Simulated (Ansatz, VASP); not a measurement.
# Cross-check of InAs between VASP and Ansatz, part 2 of 2

Aim: how closely do two programs agree when they are given the same cell, functional and k mesh? The cell is taken from a series of runs on this material, whose earlier steps may have relaxed, scaled, displaced or heated it; both programs get it as it stands.

VASP 6.6.1 and Ansatz 0.2.0.

So far: Starting point; VASP: zone-centre phonons, PBEsol.

### 3. Ansatz: zone-centre phonons, PBEsol

Level of this step: Ansatz beside VASP: Kohn-Sham DFT, plane waves, PBEsol (Ansatz).

Ansatz runs on its PAW soft_1 files.

The same cell, functional, mesh and smearing now go to Ansatz, which takes its cutoff from its data sets.

Input file input.yaml:

```yaml
crystal:
  lattice:
    - [0.100315908, 3.0525494337, 3.0525494337]
    - [3.0525494337, 0.100315908, 3.0525494337]
    - [3.0525494337, 3.0525494337, 0.100315908]
  atoms:
    - { symbol: As, position: [0.7528867459, 0.7528867459, 0.7528867459] }
    - { symbol: In, position: [-0.0028867459, -0.0028867459, -0.0028867459] }
kpoints:
  mp_grid: { grid: [12, 12, 12] }
hamiltonian:
  xc: pbesol
  pseudopotentials: { kind: paw, azcp: { folder: soft_1 }, xc_functional: pbe }
scf:
  occupations: { method: methfessel_paxton, width: 0.2 }
output:
  eigenvalues: true
phonons:
  method: dfpt
```

On the command line:

```bash
> ansatz run input.yaml --threads 4 --pin off --max-ram 10240MiB --backend cpu --events-out ev --progress --plain --runs-dir out
```

Numbers of over 12 decimals in the logs are rounded to 6 here.

Output:

```text
Engine: ansatz 0.2.0, aarch64-unknown-linux-gnu
Pseudopotentials: kind: paw
Pseudopotential: As, paw, valence charge 15, recommended cutoff 420 eV (normal), soft_1/As.paw.azcp
Pseudopotential: In, paw, valence charge 13, recommended cutoff 420 eV (normal), soft_1/In.paw.azcp
Functional definition: PBEsol
  exchange = pbesol_x
  correlation = pbesol_c
Crystal: 2 atoms, lattice volume = 54.084 Å³
Basis set: ecut = 420 eV, 1031 PW (Γ), exchange–correlation on 60×60×60 points (8 copies of the dense FFT grid, shifted against one another)
Bands: 18, of which v1, the nominal top of the filled ones, is band 14 counted from 1 (13 counted from 0)
Symmetry: 6 space group operations
k-points: 476 of 1728 (irreducible under 2 space group operations, time reversal used)
Non-local potential: As, projectors of the file, l = 0: 2, l = 1: 2, l = 2: 3, l = 3: 1
Non-local potential: In, projectors of the file, l = 0: 2, l = 1: 2, l = 2: 2, l = 3: 1
PAW form: soft (Blöchl's): semilocal exchange-correlation on the pseudo side does not see the compensation charge
PAW frozen core: As, regenerated for the run's functional, and the local potential with it (the file was generated under x = pbe(κ = 0.804, μ = 0.219515), c = pbe(β = 0.066725))
PAW frozen core: In, regenerated for the run's functional, and the local potential with it (the file was generated under x = pbe(κ = 0.804, μ = 0.219515), c = pbe(β = 0.066725))
PAW one-centre angular grid: As, 590 points (default); XC on 64 Gauss nodes
PAW one-centre angular grid: In, 590 points (default); XC on 64 Gauss nodes
Initial density: superposition of atomic densities (chi_scale 0.1, normalization cell, long waves kept (reshape's long-wave potential 0.00 eV rms))
Initial wavefunctions: pseudopotential atomic-orbital guess
Functional: x = pbesol(κ = 0.804, μ = 0.123457), c = pbesol(β = 0.046)
SCF iter   1: F=—  HF=-10338.954575 eV  |F-HF|=—  |Δ(HF+E_count)|=         —  Δρ=2.95e-2  dr2=3.82e-1  ethr=3.10e-3  ⟨swp⟩=5.3  Hψ=43820  notcnv=0
preconditioner: auto → none  [insulator: Δε(μ)=0.748 eV  Ē_g=14.766 eV  σ=0.200 eV  W_gap=0.61  n_scr=14 (ndim 8)  ℏωp=21.4 eV  f_vac=0.005  D(μ)=0.04/eV (n_scr^D=0)  ε∞_Penn≈3.1]
SCF iter   2: F=—  HF=-10338.870851 eV  |F-HF|=—  |Δ(HF+E_count)|=   8.37e-2  S|Δr|=    0.00e0  Δρ=1.33e-2  dr2=6.71e-2  ethr=1.36e-3  ⟨swp⟩=2.0  Hψ=14207  notcnv=0
SCF iter   3: F=—  HF=-10338.859739 eV  |F-HF|=—  |Δ(HF+E_count)|=   1.11e-2  S|Δr|=    0.00e0  Δρ=2.11e-3  dr2=5.16e-3  ethr=2.40e-4  ⟨swp⟩=3.0  Hψ=15144  notcnv=0
SCF iter   4: F=—  HF=-10338.857853 eV  |F-HF|=—  |Δ(HF+E_count)|=   1.89e-3  S|Δr|=    0.00e0  Δρ=6.36e-4  dr2=1.16e-4  ethr=1.84e-5  ⟨swp⟩=2.0  Hψ=15233  notcnv=0
SCF iter   5: F=—  HF=-10338.857873 eV  |F-HF|=—  |Δ(HF+E_count)|=   1.98e-5  S|Δr|=    0.00e0  Δρ=2.04e-4  dr2=8.45e-6  ethr=4.14e-7  ⟨swp⟩=3.0  Hψ=15249  notcnv=0
SCF iter   6: F=—  HF=-10338.857882 eV  |F-HF|=—  |Δ(HF+E_count)|=   9.58e-6  S|Δr|=    0.00e0  Δρ=4.07e-5  dr2=1.07e-6  ethr=3.02e-8  ⟨swp⟩=2.1  Hψ=12617  notcnv=0
SCF iter   7: F=—  HF=-10338.857882 eV  |F-HF|=—  |Δ(HF+E_count)|=   4.33e-7  S|Δr|=    0.00e0  Δρ=5.35e-6  dr2=9.55e-9  ethr=3.83e-9  ⟨swp⟩=2.0  Hψ=12853  notcnv=0
SCF iter   8: F=—  HF=-10338.857882 eV  |F-HF|=—  |Δ(HF+E_count)|=   2.28e-9  S|Δr|=    0.00e0  Δρ=1.21e-6  dr2=6.01e-10  ethr=3.41e-11  ⟨swp⟩=2.0  Hψ=15235  notcnv=0
SCF iter   9: F=—  HF=-10338.857882 eV  |F-HF|=—  |Δ(HF+E_count)|=  6.37e-11  S|Δr|=    0.00e0  Δρ=4.06e-7  dr2=7.08e-11  ethr=2.15e-12  ⟨swp⟩=2.0  Hψ=15233  notcnv=0
SCF iter  10: F=-10338.857882 eV  HF=-10338.857882 eV  |F-HF|=0.00e0  |Δ(HF+E_count)|=  7.64e-11  S|Δr|=    0.00e0  Δρ=1.04e-7  dr2=5.61e-12  ethr=1.00e-12  ⟨swp⟩=6.0  Hψ=36119  notcnv=0
SCF 1 converged in 10 iterations: F = -10338.857882 eV  dr2 = 5.61e-12
  greatest PAW one-centre occupation: 0.999 electrons in one spin orbital (limit 2), on the As atom at site 0 (counted from 0), in its partial waves of l = 2
DFPT response loops at Γ: preconditioner auto → Kerker (q_TF=auto, 2.445 Å⁻¹) (partly filled bands, converged f_vac=0.078); β = 1.00, the filter's whole step (`scf.mixing.beta` (0.50) is not read by the response loops under this deck's `scf.mixing.preconditioner`; to damp them name `kerker` or `kerker_dos`, under which they read `scf.mixing.beta`, and type it under 1.00, their step now; both keys bind the ground state too); Broyden in place of MSR1
SCF converged after 10 iterations
Stability not checked: this state was not tested for a lower state beside it, because cold or Methfessel-Paxton smearing, or corrected tetrahedra, fill the levels in a way that the test cannot read (fill_not_monotonic; see scf.lower_state_search)
Free energy (F): -10338.857882 eV
Harris-Foulkes:  -10338.857882 eV  (|F-HF|=0.00e0)
Internal energy: -10338.858119 eV  (E = F + TS)
E sigma→0 (E₀):  -10338.857941 eV
Entropy (-TS):   0.000237 eV (0.118 meV/atom)
Fermi energy:    7.988317 eV
Step filling:    the computed levels leave a gap of 0.0000 eV = 0.0 smearing widths at the electron count; against every level under it full and every level over it empty, smearing changes F+E_penalty+E_count by +0.077 meV and its σ→0 estimate by +0.018 meV
--- Per-component energies (eV) ---
  E_band       = -313.581695
  E_kinetic    = 317.910919
  E_local      = -3448.032397  (includes V_loc(G=0)·N_el)
  E_nonlocal   = -63.415452
  E_hartree    = 1717.518686
  E_xc         = -211.968126
  E_vxc        = -163.784284  (∫ρ·V_xc dr)
  E_paw        = -6109.616976  (= ΣΔE_a)
  E_vpaw       = -391.297905  (= ΣTr[D̂ρ^β])
  E_aug_tail   = 0.000132  (compensation charges beyond the density's cutoff)
  E_ewald      = -2542.457240
  E_core_change = 1.202334  (= ΣΔE_core)
  E_smearing   = 0.000237  (= −TS)
  E_closure    = -0.000000  (closes the sum)
  Σ components = -10338.857882   (vs F -10338.857882, Δ=0.00e0)
--- Band table (eV; the first three rows and the last of 476) ---
  k-point 0: bands = [... 10 lower, -4.2023, 7.4929, 7.6640, 7.9603, 7.9603, 11.4524, 11.8861, 11.8861]
  k-point 1: bands = [... 10 lower, -4.1236, 6.5891, 7.5279, 7.8585, 8.6147, 11.6415, 11.8583, 12.0189]
  k-point 2: bands = [... 10 lower, -3.8967, 5.3574, 7.2899, 7.6123, 8.9746, 11.9089, 12.2860, 12.3039]
  k-point 475: bands = [... 10 lower, -2.8062, 1.7768, 7.0171, 7.0171, 9.1816, 12.7235, 12.7235, 14.6742]
--- Phonons (Γ-DFPT): 2 representative perturbations + reference, on 476 of 1728 k-points (Σ response iterations 6) ---
  k mesh reduced under 2 symmetry operations, with k and −k counted as one. Each operation leaves every solved perturbation unchanged. A smaller set is not used because it would not reduce the number of displacements times k-points to solve
  ASR residual: 1.010e-4 → 0.000e0 eV/Å²; symmetrization residual: 2.163e-5 eV/Å²
  ASR residual per site (eV/Å²): 1.35e-5 1.01e-4
  Γ frequencies (cm⁻¹): 0.00 0.00 0.00 218.25 220.79 220.79
  non-analytic LO–TO correction: not included (Born effective charges unavailable; polar crystals: no LO–TO splitting at Γ)
```

### 4. Differences

Known differences besides the potentials themselves: the data sets hold 28 valence electrons in Ansatz (on its PAW soft_1 files) and 18 in VASP; the cutoff is 420 eV in Ansatz and 500 eV in VASP; Ansatz makes its cores anew for this functional, VASP keeps those of its PBE data sets. Total energies have different zeros and are not compared.

Both answers:

| quantity | Ansatz | VASP | difference |
| --- | --- | --- | --- |
| optical mode 1 (cm⁻¹) | 218.2 | 218.8 | -0.23 % |
| optical mode 2 to 3 (cm⁻¹) | 220.8 | 221.2 | -0.18 % |

Modes are paired by rising frequency, not by their patterns, so a pair may set unlike modes beside each other; they are those without the splitting of longitudinal modes.

### 5. What came out

* r.m.s. difference of the optical zone-centre modes, each program's sorted by frequency (zone-centre phonons, PBEsol): 0.44 cm⁻¹

**Reading.** The r.m.s. difference of the optical zone-centre modes, each program's sorted by frequency is 0.44 cm⁻¹ (zone-centre phonons, PBEsol). The data sets hold unlike numbers of valence electrons (28 in Ansatz and 18 in VASP), so part of the differences comes from the potentials. How closely two codes agree says nothing of how well the functional describes the real material.

[Lines on the potential files, build, host, timing and source positions are cut from VASP's logs without a mark.]

[Logs are printed without paths, hosts, clocks, repeated set-up lines and the standing remarks that a program may print on its own settings, such as how far it seeks lower states.]

[Hosts, paths, dates, database ids (printed as entryN), source tags and the programs' standing remarks are cut or masked in the printed files.]
